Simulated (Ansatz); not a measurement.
Base system: SrF₂ in the fluorite structure (space group Fm-3m, No. 225; a = 5.857 Å).

Computed with Ansatz (a first-principles code), PBE, PAW, cutoff 420 eV, spin-orbit coupling left out.

Before the change:

| Item | Value |
|---|---|
| Smallest direct gap | 6.89 eV |
| Band gap | 6.78 eV |
| Electron mass | 0.52 mₑ (at Γ) |
| Pressure | 0.00 GPa |

Now apply this change: every lattice vector is shortened by 4.59 %; the atoms relax in the strained cell.

Problem. Predict the new smallest direct gap.

Solution. The smallest direct gap increases by 0.78 eV to 7.67 eV.

Problem. How does this affect the band gap?

Solution. The band gap grows by 0.81 eV, from 6.78 eV to 7.59 eV.

Problem. Predict the new energy relative to the base.

Solution. The energy rises by 76 meV/atom.

Problem. Predict the new electron mass.

Solution. The electron mass becomes 0.51 mₑ (at Γ) (base: 0.52 mₑ (at Γ)).

Problem. How does this affect the pressure?

Solution. The pressure goes from zero to 12.60 GPa.

Masses are band curvatures over ±0.01 Å⁻¹ around the edge. Whether these cells are dynamically stable was not tested.
